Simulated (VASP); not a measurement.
The system is GaN.

```
Ga N
1.0
     3.18030    0.00000    0.00000
    -1.59015    2.75422    0.00000
     0.00000    0.00000    5.18284
Ga N
2 2
Direct
  0.33333 0.66667 0.99920
  0.66667 0.33333 0.49920
  0.33333 0.66667 0.37580
  0.66667 0.33333 0.87580
```

The cell was built by a generator and needn't be a form met in nature.

Base run:

```yaml
Program: VASP 6.6.1
Functional: TB-mBJ
Potentials_or_basis: VASP PAW PBE potentials, release 64 (Ga_d, N)
Cutoff: 520 eV
k_mesh: 12 × 12 × 5
Occupations: gaussian, width 0.03 eV
Spin: no spin polarisation
```

Its results: band gap on the k mesh 3.13 eV, direct.

Problem. The run is repeated on the same cell with these changes: functional from TB-mBJ to r2SCAN. What comes out?

Solution. Band gap on the k mesh 2.35 eV, direct.
